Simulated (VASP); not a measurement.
Wanted: the native input for a VASP 6.6.1 run.

| Quantity | Value |
| --- | --- |
| Task | relaxation of cell and atoms |
| Functional | PBE |
| Dispersion | D3(BJ) |
| Potentials or basis | VASP PAW PBE potentials, release 64 (Cd, Se) |
| Cutoff | 600 eV |
| k mesh | 9 × 9 × 4 |
| Occupations | gaussian, width 0.03 eV |
| Spin | no spin polarisation |
| Further INCAR settings | ALGO = Normal; EDIFF = 1e-07; IBRION = 2; EDIFFG = -0.005; NSW = 90; ISIF = 3 |

The structure of CdSe (Cadmoselite) lies in POSCAR:

```
CdSe                                    
1.0
    4.3273919423     -0.0000000000      0.0000000000
   -2.1636959711      3.7476313542      0.0000000000
    0.0000000000     -0.0000000000      7.0770570844
  Cd              Se            
     2     2
Direct
     0.3333333332999970    0.6666666667000030    0.0050042462507697
     0.6666666667000030    0.3333333332999970    0.5050042462507698
     0.3333333332999970    0.6666666667000030    0.3799957537492283
     0.6666666667000030    0.3333333332999970    0.8799957537492282
```

The input as run:

INCAR

```
SYSTEM = CdSe
ALGO     = Normal         ! electronic algorithm
EDIFF    = 1E-7           ! SCF threshold, eV
EDIFFG   = -0.005         ! ionic threshold
ENCUT    = 600            ! plane-wave cutoff, eV
GGA      = PE             ! functional
IBRION   = 2              ! ionic algorithm
ISIF     = 3              ! what is computed and relaxed
ISMEAR   = 0              ! smearing method
IVDW     = 12             ! dispersion correction
LASPH    = .TRUE.         ! aspherical terms in the spheres
LCHARG   = .FALSE.        ! write CHGCAR
LREAL    = .FALSE.        ! projectors in reciprocal space
LWAVE    = .FALSE.        ! write WAVECAR
NELM     = 80             ! most SCF steps
NSW      = 90             ! ionic steps
PREC     = Accurate       ! precision mode
SIGMA    = 0.03           ! smearing width, eV
```

KPOINTS

```
k-points
0
G
  9 9 4
  0 0 0
```

Potentials or basis: VASP PAW PBE potentials, release 64 (Cd, Se).

Run with:

```console
$ cat potpaw_PBE.64/Cd/POTCAR potpaw_PBE.64/Se/POTCAR > POTCAR
$ mpirun -np 1 vasp_std > vasp.out
```

Results of the run:

```json
{
 "Relaxed volume": "28.71 Å³/atom",
 "Relaxed cell": "a = 4.328 Å, b = 4.328 Å, c = 7.079 Å, α = 90.00°, β = 90.00°, γ = 120.00°",
 "Space group after relaxing (to 0.05 Å)": "P6_3mc (No. 186)",
 "Energy gained by relaxing": "0.0 meV/atom",
 "Ionic steps": "2",
 "Pressure after relaxing": "0.0 GPa",
 "Band gap on the k mesh": "0.62 eV, direct",
 "Dispersion energy per atom": "-0.311 eV"
}
```

It took 71 s on 1 thread of Intel(R) Xeon(R) 6975P-C (Granite Rapids) (shared host), peak memory 0.34 GiB.
